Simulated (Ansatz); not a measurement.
Level of theory: DFT PBE, scalar-relativistic, plane waves, PAW in Ansatz 0.2.0. Settings: cutoff 420 eV, Γ-centred meshes spaced at most about 0.3 Å⁻¹, and about 0.25 Å⁻¹ or finer for metals (2π included), Gaussian smearing. No spin polarisation.

All energies are static (0 K, no zero-point motion).

Problem. Which of these relaxed structures of Ti4H is the lowest in energy?
1.

```
Ti H
1.0
     5.34966    0.00000    0.00000
    -2.67483    4.63294    0.00000
     0.00000    0.00000    3.11360
Ti H
4 1
Direct
  0.50000 0.00000 0.00000
  0.00000 0.50000 0.00000
  0.50000 0.50000 0.00000
  0.00000 0.00000 0.50000
  0.00000 0.00000 0.00000
```

2.

```
Ti H
1.0
    -2.64747    2.64747    2.64747
     2.64747   -2.64747    2.64747
     2.64747    2.64747   -2.64747
Ti H
4 1
Direct
  0.00000 0.00000 0.50000
  0.00000 0.50000 0.00000
  0.50000 0.00000 0.00000
  0.50000 0.50000 0.50000
  0.00000 0.00000 0.00000
```

Solution. 1. The other, cell 2, lies 174 meV/atom higher. Forms: cell 1 P6/mmm; cell 2 Im-3m. Counting Ti atoms around H (those within 1.25 times the shortest such distance or 1.15 times the sum of covalent radii): cell 1 has H 2; cell 2 has H 8. Both come from invented guesses. The lowest form computed isn't among them: it has space group I4/mmm (No. 139), 14.2 Å³/atom and lies 0.48 eV/atom below the best shown. Even the lowest of the cells shown lies +0.39 eV/atom against the elements.

With hydrogen, zero-point motion can shift such differences by 10 meV/atom or more. Cells relaxed within their symmetry can be saddle points. Some types were kept out of the candidates beforehand, so the set may lack a known form.
